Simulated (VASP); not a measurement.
Here is a VASP 6.6.1 calculation.

INCAR

```
PREC     = Accurate       # precision mode
ENCUT    = 520            # plane-wave cutoff, eV
EDIFF    = 1E-7           # SCF threshold, eV
ISMEAR   = 0              # smearing method
SIGMA    = 0.3            # smearing width, eV
LREAL    = F              # projectors in reciprocal space
LASPH    = T              # aspherical terms in the spheres
NELM     = 60             # most SCF steps
ALGO     = Fast           # electronic algorithm
ISIF     = 3              # what is computed and relaxed
LWAVE    = F              # write WAVECAR
LCHARG   = F              # write CHGCAR
GGA      = PE             # functional
IBRION   = 2              # ionic algorithm
NSW      = 80             # ionic steps
EDIFFG   = -0.002         # ionic threshold
```

The input KPOINTS:

```
regular mesh
0
Gamma
  18 18 18
```

Contents of POSCAR:

```
Al                                      
1.0
   -0.0000000000      2.0202957557      2.0202957557
    2.0202957557     -0.0000000000      2.0202957557
    2.0202957557      2.0202957557     -0.0000000000
  Al            
     1
Direct
     0.0000000000000000    0.0000000000000000    0.0000000000000000
```

Potentials or basis: VASP PAW PBE potentials, release 64 (Al).

Launch:

```console
$ cat potpaw_PBE.64/Al/POTCAR > POTCAR
$ mpirun -np 1 vasp_std > vasp.out
```

Question: What does it give for the band gap on the k mesh?

Answer: None (metal or under the smearing width).

Final structure:
```
Al
1.0
     0.00000    2.02030    2.02030
     2.02030    0.00000    2.02030
     2.02030    2.02030    0.00000
Al
1
Direct
  0.00000 0.00000 0.00000
```

Caveat: the relaxation stopped at its first step, so nothing moved.
